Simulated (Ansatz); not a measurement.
# AlN (P6_3mc):F_N, thermodynamic levels from a 72-atom cell

Charge states of F_N in AlN (P6_3mc), set against the band edges. Model: a cell of 72 host atoms with 1 N taken out and 1 F put in.

Main program and level: Ansatz 0.2.0; place-levels on r2SCAN runs: charge-transition levels and formation energies with image-charge correction and potential alignment at the atomic sites; PAW set soft_1.

**1. The structure**

The cell holds 72 atoms: 36 Al, 35 N and 1 F. Its edges and angles: a = 9.320 Å, b = 9.320 Å, c = 9.956 Å, α = 90.0°, β = 90.0°, γ = 120.0°. It derives from AlN (space group P6_3mc). Nearest the centre at fractional (0.556, 0.444, 0.440): F35 at 0.00 Å, Al26 at 1.89 Å, Al58 at 1.89 Å, Al34 at 1.89 Å, Al33 at 1.90 Å, N28 at 3.07 Å, N32 at 3.07 Å, N60 at 3.07 Å.

As a file:

```xyz
72
Lattice="9.3196 0.0000 0.0000 -4.6598 8.0710 0.0000 0.0000 0.0000 9.9565" Properties=species:S:1:pos:R:3 pbc="T T T"
Al    1.5533    0.8968    2.4852
Al    0.0000    1.7936    4.9743
N     1.5533    0.8968    4.3848
N     0.0000    1.7936    1.8957
Al    1.5533    0.8968    7.4634
Al    0.0000    1.7936    9.9525
N     1.5533    0.8968    9.3631
N     0.0000    1.7936    6.8739
Al    0.0000    3.5871    2.4852
Al   -1.5533    4.4839    4.9743
N     0.0000    3.5871    4.3848
N    -1.5533    4.4839    1.8957
Al    0.0000    3.5871    7.4634
Al   -1.5533    4.4839    9.9525
N     0.0000    3.5871    9.3631
N    -1.5533    4.4839    6.8739
Al   -1.5533    6.2774    2.4852
Al   -3.1065    7.1742    4.9743
N    -1.5533    6.2774    4.3848
N    -3.1065    7.1742    1.8957
Al   -1.5533    6.2774    7.4634
Al   -3.1065    7.1742    9.9525
N    -1.5533    6.2774    9.3631
N    -3.1065    7.1742    6.8739
Al    4.6598    0.8968    2.4852
Al    3.1065    1.7936    4.9743
N     4.6598    0.8968    4.3848
N     3.1065    1.7936    1.8957
Al    4.6598    0.8968    7.4634
Al    3.1065    1.7936    9.9525
N     4.6598    0.8968    9.3631
N     3.1065    1.7936    6.8739
Al    3.1065    3.5871    2.4852
Al    1.5533    4.4839    4.9743
F     3.1065    3.5871    4.3848
N     1.5533    4.4839    1.8957
Al    3.1065    3.5871    7.4634
Al    1.5533    4.4839    9.9525
N     3.1065    3.5871    9.3631
N     1.5533    4.4839    6.8739
Al    1.5533    6.2774    2.4852
Al    0.0000    7.1742    4.9743
N     1.5533    6.2774    4.3848
N     0.0000    7.1742    1.8957
Al    1.5533    6.2774    7.4634
Al    0.0000    7.1742    9.9525
N     1.5533    6.2774    9.3631
N     0.0000    7.1742    6.8739
Al    7.7663    0.8968    2.4852
Al    6.2130    1.7936    4.9743
N     7.7663    0.8968    4.3848
N     6.2130    1.7936    1.8957
Al    7.7663    0.8968    7.4634
Al    6.2130    1.7936    9.9525
N     7.7663    0.8968    9.3631
N     6.2130    1.7936    6.8739
Al    6.2130    3.5871    2.4852
Al    4.6598    4.4839    4.9743
N     6.2130    3.5871    4.3848
N     4.6598    4.4839    1.8957
Al    6.2130    3.5871    7.4634
Al    4.6598    4.4839    9.9525
N     6.2130    3.5871    9.3631
N     4.6598    4.4839    6.8739
Al    4.6598    6.2774    2.4852
Al    3.1065    7.1742    4.9743
N     4.6598    6.2774    4.3848
N     3.1065    7.1742    1.8957
Al    4.6598    6.2774    7.4634
Al    3.1065    7.1742    9.9525
N     4.6598    6.2774    9.3631
N     3.1065    7.1742    6.8739
```

The host's dielectric constants go in as inputs: (4.49, 4.49, 4.72) for the electrons alone, (8.15, 8.15, 9.65) with the ions, computed on the host (DFPT, PBEsol, on the r2SCAN cell), and a cell off the functional's own equilibrium shifts the ionic part.

The cell's shortest repeat is 9.3 Å.

**2. The runs of each charge state**

Levels follow from differences of total energies between charge states, each relaxed by itself.

Each atom starts 0.05 Å or so off its site in a random direction: a symmetric start keeps its symmetry, and would miss off-centre moves and Jahn–Teller distortions. Forces are taken at one point at (¼, ¼, ¼). The cell holds 1 electron more than the neutral one, with a uniform background that keeps it neutral on the whole. The electron count is odd, so at least one spin is unpaired; this run locks the moment at 1 μB.

The sampling was tested on the host first: at the k-points planned (1x1x1 shifted 0.25 0.25 0.25) its energy lies -0.014 eV an atom from the dense-mesh value, under the bound of 0.02 eV set for this test; that bounds the host's error, not the defect's.

One state's input; the others differ in charge, spin, start and seed, and in occupations where the table says so.

qm1_M1.relax/input.yaml

```yaml
crystal:
  lattice:
    - [9.31956554, 9.0e-08, 0.0]
    - [-4.65978284, 8.07098046, 0.0]
    - [0.0, 0.0, 9.95647772]
  atoms:
    - { symbol: Al, position: [0.22222222, 0.11111111, 0.24960167] }
    - { symbol: Al, position: [0.11111111, 0.22222222, 0.49960167] }
    - { symbol: "N", position: [0.22222222, 0.11111111, 0.44039833] }
    - { symbol: "N", position: [0.11111111, 0.22222222, 0.19039833] }
    - { symbol: Al, position: [0.22222222, 0.11111111, 0.74960167] }
    - { symbol: Al, position: [0.11111111, 0.22222222, 0.99960167] }
    - { symbol: "N", position: [0.22222222, 0.11111111, 0.94039833] }
    - { symbol: "N", position: [0.11111111, 0.22222222, 0.69039833] }
    - { symbol: Al, position: [0.22222222, 0.44444444, 0.24960167] }
    - { symbol: Al, position: [0.11111111, 0.55555556, 0.49960167] }
    - { symbol: "N", position: [0.22222222, 0.44444444, 0.44039833] }
    - { symbol: "N", position: [0.11111111, 0.55555556, 0.19039833] }
    - { symbol: Al, position: [0.22222222, 0.44444444, 0.74960167] }
    - { symbol: Al, position: [0.11111111, 0.55555556, 0.99960167] }
    - { symbol: "N", position: [0.22222222, 0.44444444, 0.94039833] }
    - { symbol: "N", position: [0.11111111, 0.55555556, 0.69039833] }
    - { symbol: Al, position: [0.22222222, 0.77777778, 0.24960167] }
    - { symbol: Al, position: [0.11111111, 0.88888889, 0.49960167] }
    - { symbol: "N", position: [0.22222222, 0.77777778, 0.44039833] }
    - { symbol: "N", position: [0.11111111, 0.88888889, 0.19039833] }
    - { symbol: Al, position: [0.22222222, 0.77777778, 0.74960167] }
    - { symbol: Al, position: [0.11111111, 0.88888889, 0.99960167] }
    - { symbol: "N", position: [0.22222222, 0.77777778, 0.94039833] }
    - { symbol: "N", position: [0.11111111, 0.88888889, 0.69039833] }
    - { symbol: Al, position: [0.55555556, 0.11111111, 0.24960167] }
    - { symbol: Al, position: [0.44444444, 0.22222222, 0.49960167] }
    - { symbol: "N", position: [0.55555556, 0.11111111, 0.44039833] }
    - { symbol: "N", position: [0.44444444, 0.22222222, 0.19039833] }
    - { symbol: Al, position: [0.55555556, 0.11111111, 0.74960167] }
    - { symbol: Al, position: [0.44444444, 0.22222222, 0.99960167] }
    - { symbol: "N", position: [0.55555556, 0.11111111, 0.94039833] }
    - { symbol: "N", position: [0.44444444, 0.22222222, 0.69039833] }
    - { symbol: Al, position: [0.55555556, 0.44444444, 0.24960167] }
    - { symbol: Al, position: [0.44444444, 0.55555556, 0.49960167] }
    - { symbol: F, position: [0.55555556, 0.44444444, 0.44039833] }
    - { symbol: "N", position: [0.44444444, 0.55555556, 0.19039833] }
    - { symbol: Al, position: [0.55555556, 0.44444444, 0.74960167] }
    - { symbol: Al, position: [0.44444444, 0.55555556, 0.99960167] }
    - { symbol: "N", position: [0.55555556, 0.44444444, 0.94039833] }
    - { symbol: "N", position: [0.44444444, 0.55555556, 0.69039833] }
    - { symbol: Al, position: [0.55555556, 0.77777778, 0.24960167] }
    - { symbol: Al, position: [0.44444444, 0.88888889, 0.49960167] }
    - { symbol: "N", position: [0.55555556, 0.77777778, 0.44039833] }
    - { symbol: "N", position: [0.44444444, 0.88888889, 0.19039833] }
    - { symbol: Al, position: [0.55555556, 0.77777778, 0.74960167] }
    - { symbol: Al, position: [0.44444444, 0.88888889, 0.99960167] }
    - { symbol: "N", position: [0.55555556, 0.77777778, 0.94039833] }
    - { symbol: "N", position: [0.44444444, 0.88888889, 0.69039833] }
    - { symbol: Al, position: [0.88888889, 0.11111111, 0.24960167] }
    - { symbol: Al, position: [0.77777778, 0.22222222, 0.49960167] }
    - { symbol: "N", position: [0.88888889, 0.11111111, 0.44039833] }
    - { symbol: "N", position: [0.77777778, 0.22222222, 0.19039833] }
    - { symbol: Al, position: [0.88888889, 0.11111111, 0.74960167] }
    - { symbol: Al, position: [0.77777778, 0.22222222, 0.99960167] }
    - { symbol: "N", position: [0.88888889, 0.11111111, 0.94039833] }
    - { symbol: "N", position: [0.77777778, 0.22222222, 0.69039833] }
    - { symbol: Al, position: [0.88888889, 0.44444444, 0.24960167] }
    - { symbol: Al, position: [0.77777778, 0.55555556, 0.49960167] }
    - { symbol: "N", position: [0.88888889, 0.44444444, 0.44039833] }
    - { symbol: "N", position: [0.77777778, 0.55555556, 0.19039833] }
    - { symbol: Al, position: [0.88888889, 0.44444444, 0.74960167] }
    - { symbol: Al, position: [0.77777778, 0.55555556, 0.99960167] }
    - { symbol: "N", position: [0.88888889, 0.44444444, 0.94039833] }
    - { symbol: "N", position: [0.77777778, 0.55555556, 0.69039833] }
    - { symbol: Al, position: [0.88888889, 0.77777778, 0.24960167] }
    - { symbol: Al, position: [0.77777778, 0.88888889, 0.49960167] }
    - { symbol: "N", position: [0.88888889, 0.77777778, 0.44039833] }
    - { symbol: "N", position: [0.77777778, 0.88888889, 0.19039833] }
    - { symbol: Al, position: [0.88888889, 0.77777778, 0.74960167] }
    - { symbol: Al, position: [0.77777778, 0.88888889, 0.99960167] }
    - { symbol: "N", position: [0.88888889, 0.77777778, 0.94039833] }
    - { symbol: "N", position: [0.77777778, 0.88888889, 0.69039833] }
  host:
    repeats: [3, 3, 2]
    atoms:
      - { symbol: Al, position: [0.66666667, 0.33333333, 0.49920333] }
      - { symbol: Al, position: [0.33333333, 0.66666667, 0.99920333] }
      - { symbol: "N", position: [0.66666667, 0.33333333, 0.88079667] }
      - { symbol: "N", position: [0.33333333, 0.66666667, 0.38079667] }
total_charge: -1
basis:
  ecutwfc: 500
  xc_grid: 2
hamiltonian:
  xc: r2scan
  pseudopotentials: { kind: paw, azcp: { folder: soft_1 } }
kpoints:
  mp_grid: { grid: [1, 1, 1], shift: [0.25, 0.25, 0.25] }
magnetization:
  spin_polarized: true
  initial_magnetization: 1
  spin_locking: { lock_magnetization: hard }
scf:
  occupations: { method: fixed }
  max_iter: 80
output:
  forces: true
  charged_corrections:
    epsilon: [4.49, 4.49, 4.72]
    static_epsilon: [8.15, 8.15, 9.65]
    defect_position: [0.555556, 0.444444, 0.440398]
relax:
  f_tol: 0.02
  max_steps: 80
  random_displacement: { amplitude: 0.05, seed: 2813 }
checkpoint:
  write: "../qm1_M1.relax.run"
  compress: false
  write_wavefunctions: true
  write_every: 100000
```

Launch:

```sh
$ ansatz run input.yaml --threads 4 --pin off --max-ram 7536MiB --backend cpu --events-out ev --progress --plain --runs-dir out
```

The relaxed structure is kept and the sampling changed to a 2×2×2 shifted mesh.

The run of this state that the levels use, under r2SCAN:

qm1_M1.point/input.yaml

```yaml
crystal:
  checkpoint: "../qm1_M1.relax.run"
  host: checkpoint
total_charge: -1
basis:
  ecutwfc: 500
  xc_grid: 2
hamiltonian:
  xc: r2scan
  pseudopotentials: { kind: paw, azcp: { folder: soft_1 } }
kpoints:
  mp_grid: { grid: [2, 2, 2], shift: [0.5, 0.5, 0.5] }
magnetization:
  spin_polarized: true
  initial_magnetization: 1
  spin_locking: { lock_magnetization: hard }
scf:
  occupations: { method: fermi_dirac, width: 0.01 }
  max_iter: 80
output:
  forces: true
  eigenvalues: true
  charged_corrections:
    epsilon: [4.49, 4.49, 4.72]
    static_epsilon: [8.15, 8.15, 9.65]
    defect_position: [0.555556, 0.444444, 0.440398]
  eigenstates: { localisation: true }
  populations: true
  efg: {}
  band_densities: [{ bands: [v1, v1] }, { bands: [c1, c1] }]
  write_density: true
  write_potential: true
  volumetric_format: npy
checkpoint:
  read: "../qm1_M1.relax.run"
  write: "../qm1_M1.point.run"
  compress: false
  write_wavefunctions: false
  write_every: 100000
```

Relaxations under r2SCAN at one point at (¼, ¼, ¼); times on 4 threads of Arm Neoverse V1, shared host:

| charge | moment (μB) | occupations | outcome | steps | largest displacement against the far atoms (Å) | time |
| --- | --- | --- | --- | --- | --- | --- |
| −1 | 1 | fixed | converged | 17 | 1.07 | 9.5 min |
| 0 | 0 | fixed | converged | 16 | 1.01 | 3.2 min |
| +1 | 1 | fixed | converged | 11 | 0.67 | 5.5 min |
| +2 | 0 | fixed | converged | 12 | 0.57 | 2.3 min |

Single points under r2SCAN at a 2×2×2 shifted mesh; times on 4 threads of Arm Neoverse V1, shared host:

| charge | moment (μB) | occupations | outcome | time |
| --- | --- | --- | --- | --- |
| −1 | 1 | fermi-dirac | converged | 3.6 min |
| 0 | 0 | fermi-dirac | converged | 80 s |
| +1 | 1 | fermi-dirac | converged | 3.1 min |
| +2 | 0 | fermi-dirac | converged | 75 s |

Distances (Å) from F35 to the nearest atoms after relaxation with r2SCAN:

| charge | moment (μB) | 1. | 2. | 3. | 4. | 5. | 6. |
| --- | --- | --- | --- | --- | --- | --- | --- |
| −1 | 1 | Al 1.77 | Al 2.05 | Al 2.09 | N 2.49 | N 2.50 | N 2.55 |
| 0 | 0 | Al 1.80 | Al 1.99 | Al 2.05 | N 2.51 | N 2.54 | N 2.56 |
| +1 | 1 | Al 1.91 | Al 1.95 | Al 1.99 | N 2.66 | N 2.69 | N 2.70 |
| +2 | 0 | Al 2.03 | Al 2.03 | Al 2.03 | Al 2.62 | N 2.95 | N 2.96 |

(Continued in part 2 of 2.)

[Logs are printed without paths, hosts, clocks, repeated set-up lines and the standing remarks that a program may print on its own settings, such as how far it seeks lower states.]

[Hosts, paths, dates, database ids (printed as entryN), source tags and the programs' standing remarks are cut or masked in the printed files.]

[Where a table of states has a column of steps, it counts the stored structures, which are thinned; the runs took as many ionic steps or more.]

[A defect's name tells the site on which it was built; relaxed atoms can leave that site.]

[For some hosts the program warned that the k-mesh of the response run may be too coarse for force constants and the static dielectric constant; such warnings are not shown here.]
